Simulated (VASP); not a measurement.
# Y in VASP: work function with PBE

Aim: the work function of Y with PBE.

Everything below comes from runs of VASP 6.6.1. Logs are shortened: lines on timing, memory, paths and dates and some standing lists are left out, and cuts for length are marked.

## 1. The cell of the first run

The cell holds a slab with vacuum, 5 atoms: a = 3.514 Å, b = 3.514 Å, c = 24.940 Å, α = 90.00°, β = 90.00°, γ = 90.00°.

The slab is cut from a database's or a generator's crystal, which needn't be the stable form of the element.

## 2. Work function, PBE (the (1 0 0) slab of Y, cut from the database cell, not relaxed)

INCAR reads:

```
PREC     = Accurate       # precision mode
ENCUT    = 520            # plane-wave cutoff, eV
EDIFF    = 1E-6           # SCF threshold, eV
ISMEAR   = 0              # smearing method
SIGMA    = 0.05           # smearing width, eV
LREAL    = F              # projectors in reciprocal space
LASPH    = T              # aspherical terms in the spheres
NELM     = 60             # most SCF steps
ALGO     = Normal         # electronic algorithm
ISIF     = 2              # what is computed and relaxed
LWAVE    = F              # write WAVECAR
LCHARG   = T              # write CHGCAR
LDIPOL   = T            
IDIPOL   = 3            
DIPOL    = 0.5 0.5 0.500
GGA      = PE             # functional
LELF     = T              # ELF
LVHAR    = T            
LVACPOTAV= T
```

KPOINTS reads:

```
regular mesh
0
Gamma
  8 8 1
```

POSCAR reads:

```
Y
1.0
    3.5143207025      0.0000000000      0.0000000000
    0.0000000000      3.5143207025      0.0000000000
    0.0000000000      0.0000000000     24.9400000000
Y
5
Direct
    0.5000000000      0.5000000000      0.3007217322
    0.0000000000      0.0000000000      0.4003608661
    0.5000000000      0.5000000000      0.5000000000
    0.0000000000      0.0000000000      0.5996391339
    0.5000000000      0.5000000000      0.6992782678
```

Potentials or basis: VASP PAW PBE potentials, release 64 (Y_sv).

Started as:

```bash
cat potpaw_PBE.64/Y_sv/POTCAR > POTCAR
mpirun -np 1 vasp_std > vasp.out
```

OUTCAR:

```text
PREC = Accurate
   ENCUT = 520
   EDIFF = 1E-6
   ISMEAR = 0
   LREAL = F
   LASPH = T
   NELM = 60
   ISIF = 2
   GGA = PE

 ion  position               nearest neighbor table
   1  0.500  0.500  0.301-   2 3.51   2 3.51   2 3.51   2 3.51
   2  0.000  0.000  0.400-   1 3.51   3 3.51   1 3.51   3 3.51   1 3.51   3 3.51   1 3.51   3 3.51

   3  0.500  0.500  0.500-   2 3.51   4 3.51   2 3.51   4 3.51   2 3.51   4 3.51   2 3.51   4 3.51

   4  0.000  0.000  0.600-   3 3.51   5 3.51   3 3.51   5 3.51   3 3.51   5 3.51   3 3.51   5 3.51

   5  0.500  0.500  0.699-   4 3.51   4 3.51   4 3.51   4 3.51

  LATTYP: Found a simple tetragonal cell.
 ALAT       =     3.5143207025
 C/A-ratio  =     7.0966773130

  Lattice vectors:

 A1 = (   3.5143207025,   0.0000000000,   0.0000000000)
 A2 = (   0.0000000000,   3.5143207025,   0.0000000000)
 A3 = (   0.0000000000,   0.0000000000,  24.9400000000)

Analysis of symmetry for initial positions (statically):
=====================================================================
 Subroutine PRICEL returns:
 Original cell was already a primitive cell.

 Routine SETGRP: Setting up the symmetry group for a
 simple tetragonal supercell.

 Subroutine GETGRP returns: Found 16 space group operations
 (whereof 16 operations were pure point group operations)
 out of a pool of 16 trial point group operations.

The static configuration has the point symmetry D_4h.

Analysis of symmetry for dynamics (positions and initial velocities):
=====================================================================
 Subroutine PRICEL returns:
 Original cell was already a primitive cell.

 Routine SETGRP: Setting up the symmetry group for a
 simple tetragonal supercell.

 Subroutine GETGRP returns: Found 16 space group operations
 (whereof 16 operations were pure point group operations)
 out of a pool of 16 trial point group operations.

The dynamic configuration has the point symmetry D_4h.

 Subroutine INISYM returns: Found 16 space group operations
 (whereof 16 operations are pure point group operations),
 and found     1 'primitive' translations

----------------------------------------------------------------------------------------

                                     Primitive cell

  volume of cell :     308.0202

  direct lattice vectors                    reciprocal lattice vectors
[... 89 lines left out ...]
   ISIF   =      2    stress and relaxation
   ISYM   =      2    0-nonsym 1-usesym 2-fastsym
   POTIM  = 0.5000    time-step for ionic-motion
   TEBEG  =    0.0;   TEEND  =   0.0 temperature during run
   PSTRESS=    0.0 pullay stress
   NELECT =      55.0000    total number of electrons
   NUPDOWN=      -1.0000    fix difference up-down
   EMIN   =  10.00;   EMAX   =-10.00  energy-range for DOS
   EFERMI =   0.00;   METHOD = LEGACY
   ISMEAR =     0;   SIGMA  =   0.05  broadening in eV -4-tet -1-fermi 0-gaus
   EFERMI_NEDOS =   21; number of points for ismear=-14 and -15
   IALGO  =     38    algorithm
   IMIX   =      4    mixing-type and parameters
     AMIX     =   0.40;   BMIX     =  1.00
     AMIX_MAG =   1.60;   BMIX_MAG =  1.00
  volume/ion in A,a.u.               =      61.60       415.72
  Fermi-wavevector in a.u.,A,eV,Ry     =   0.921869  1.742080 11.562814  0.849843
  Thomas-Fermi vector in A             =   2.047333
   LORBIT       =      0    0 simple, 1 ext, 2 COOP (PROOUT), +10 PAW based schemes
   GGA     = PE    functional components
   LHFCALC =     F    Hartree Fock is set to
   AEXX    =    0.0000 exact exchange contribution
   IVDW    =     0    specifies the selected vdW correction
   LEPSILON=     F    determine dielectric tensor
   LRPA    =     F    only Hartree local field effects (RPA)
 non-spin polarized calculation
 Gauss-broadening in eV      SIGMA  =   0.05
  energy-cutoff  :      520.00
  volume of cell :      308.02
 maximum number of plane-waves:      8353
 NGX is ok and might be reduce to    28
   NGX = 13   NGY = 13   NGZ = 93

 dipolmoment           0.000000      0.000000     -0.000000 electrons x Angstroem

 number of electron      55.0000003 magnetization

 dipolmoment           0.000000      0.000000      0.000000 electrons x Angstroem

 Free energy of the ion-electron system (eV)
  ---------------------------------------------------
  ext. energy  EPLUGINS =         0.00000000
  ---------------------------------------------------
  free energy    TOTEN  =       -30.48321766 eV

  energy without entropy =      -30.46864938  energy(sigma->0) =      -30.47593352

 E-fermi :   0.4236     XC(G=0):  -5.6087

 val. band max:        0.4060431365   @ k =   0.3750   0.2500   0.0000
 cond. band min:       0.4267497875   @ k =   0.2500   0.2500   0.0000
 fundamental gap:      0.0207066510
 Fermi energy:         0.4236469241

 k-point     1 :       0.0000    0.0000    0.0000
  band No.  band energies     occupation
      1     -42.7059      2.00000
      2     -42.7059      2.00000
      3     -42.1417      2.00000
      4     -41.9377      2.00000
      5     -41.9300      2.00000
      6     -22.8105      2.00000
[... 529 lines left out ...]
     32       1.8093      0.00000
     33       1.8093      0.00000

------------------------ aborting loop because EDIFF is reached ----------------------------------------

  FORCE on cell =-STRESS in cart. coord.  units (eV):
  Direction    XX          YY          ZZ          XY          YZ          ZX
  --------------------------------------------------------------------------------------
  -------------------------------------------------------------------------------------
  Total        0.5773242      0.5773242      0.0101795      0.0000000      0.0000000      0.0000000
  in kB        3.0029710      3.0029710      0.0529490      0.0000000      0.0000000      0.0000000
  external PRESSURE =       2.0196303 kB  Pullay stress =       0.0000000 kB

 VOLUME and BASIS-vectors are now :
 -----------------------------------------------------------------------------
  energy-cutoff  :      520.00
  volume of cell :      308.02
      direct lattice vectors                 reciprocal lattice vectors
     3.514320703  0.000000000  0.000000000     0.284550013  0.000000000  0.000000000
     0.000000000  3.514320703  0.000000000     0.000000000  0.284550013  0.000000000
     0.000000000  0.000000000 24.940000000     0.000000000  0.000000000  0.040096231

 POSITION                                       TOTAL-FORCE (eV/Angst)
 -----------------------------------------------------------------------------------
      1.75716      1.75716      7.50000        -0.000000     -0.000000      0.207891
      0.00000      0.00000      9.98500         0.000000      0.000000     -0.419723
      1.75716      1.75716     12.47000        -0.000000      0.000000      0.000000
      0.00000      0.00000     14.95500        -0.000000      0.000000      0.419723
      1.75716      1.75716     17.44000        -0.000000      0.000000     -0.207891
 -----------------------------------------------------------------------------------
    total drift:                                0.000000      0.000000      0.000000

  FREE ENERGIE OF THE ION-ELECTRON SYSTEM (eV)
  ---------------------------------------------------
  free  energy   TOTEN  =       -30.4832176644 eV

  energy  without entropy=      -30.4686493799  energy(sigma->0) =      -30.47593352

 vacuum level on the upper side and lower side of the slab         3.170         3.170
```

OSZICAR:

```text
N       E                     dE             d eps       ncg     rms          rms(c)
DAV:   1     0.303227816487E+03    0.30323E+03   -0.27591E+04  1238   0.144E+03
DAV:   2     0.558405812961E+01   -0.29764E+03   -0.29322E+03  1134   0.353E+02
DAV:   3    -0.290288144589E+02   -0.34613E+02   -0.34125E+02  1700   0.619E+01
[... 25 lines left out ...]
DAV:  29    -0.304831860873E+02   -0.77425E-04   -0.10139E-04  1323   0.214E-02    0.481E-02
DAV:  30    -0.304831998818E+02   -0.13794E-04   -0.34579E-05  1025   0.129E-02    0.175E-02
DAV:  31    -0.304832090588E+02   -0.91770E-05   -0.37449E-06  1049   0.640E-03    0.983E-03
DAV:  32    -0.304832167055E+02   -0.76467E-05   -0.23265E-06   805   0.556E-03    0.305E-03
DAV:  33    -0.304832176644E+02   -0.95886E-06   -0.33940E-07   588   0.219E-03
   1 F= -.30483218E+02 E0= -.30475934E+02  d E =-.145683E-01
```

Wall time 7.3 min (1 thread of AMD EPYC 7R43 (Zen 3), shared host); peak memory 0.39 GiB.

What came out:

```
Free energy                     : -30.4832 eV
Largest force                   : 0.420 eV/Å
Band gap on the k mesh          : none (metal or under the smearing width)
Work function of the upper face : 2.75 eV
Work function of the lower face : 2.75 eV
```

Forces on the atoms (eV/Å):
```
Y    0.000  0.000  0.208
Y    0.000  0.000 -0.420
Y    0.000  0.000  0.000
Y    0.000  0.000  0.420
Y    0.000  0.000 -0.208
```
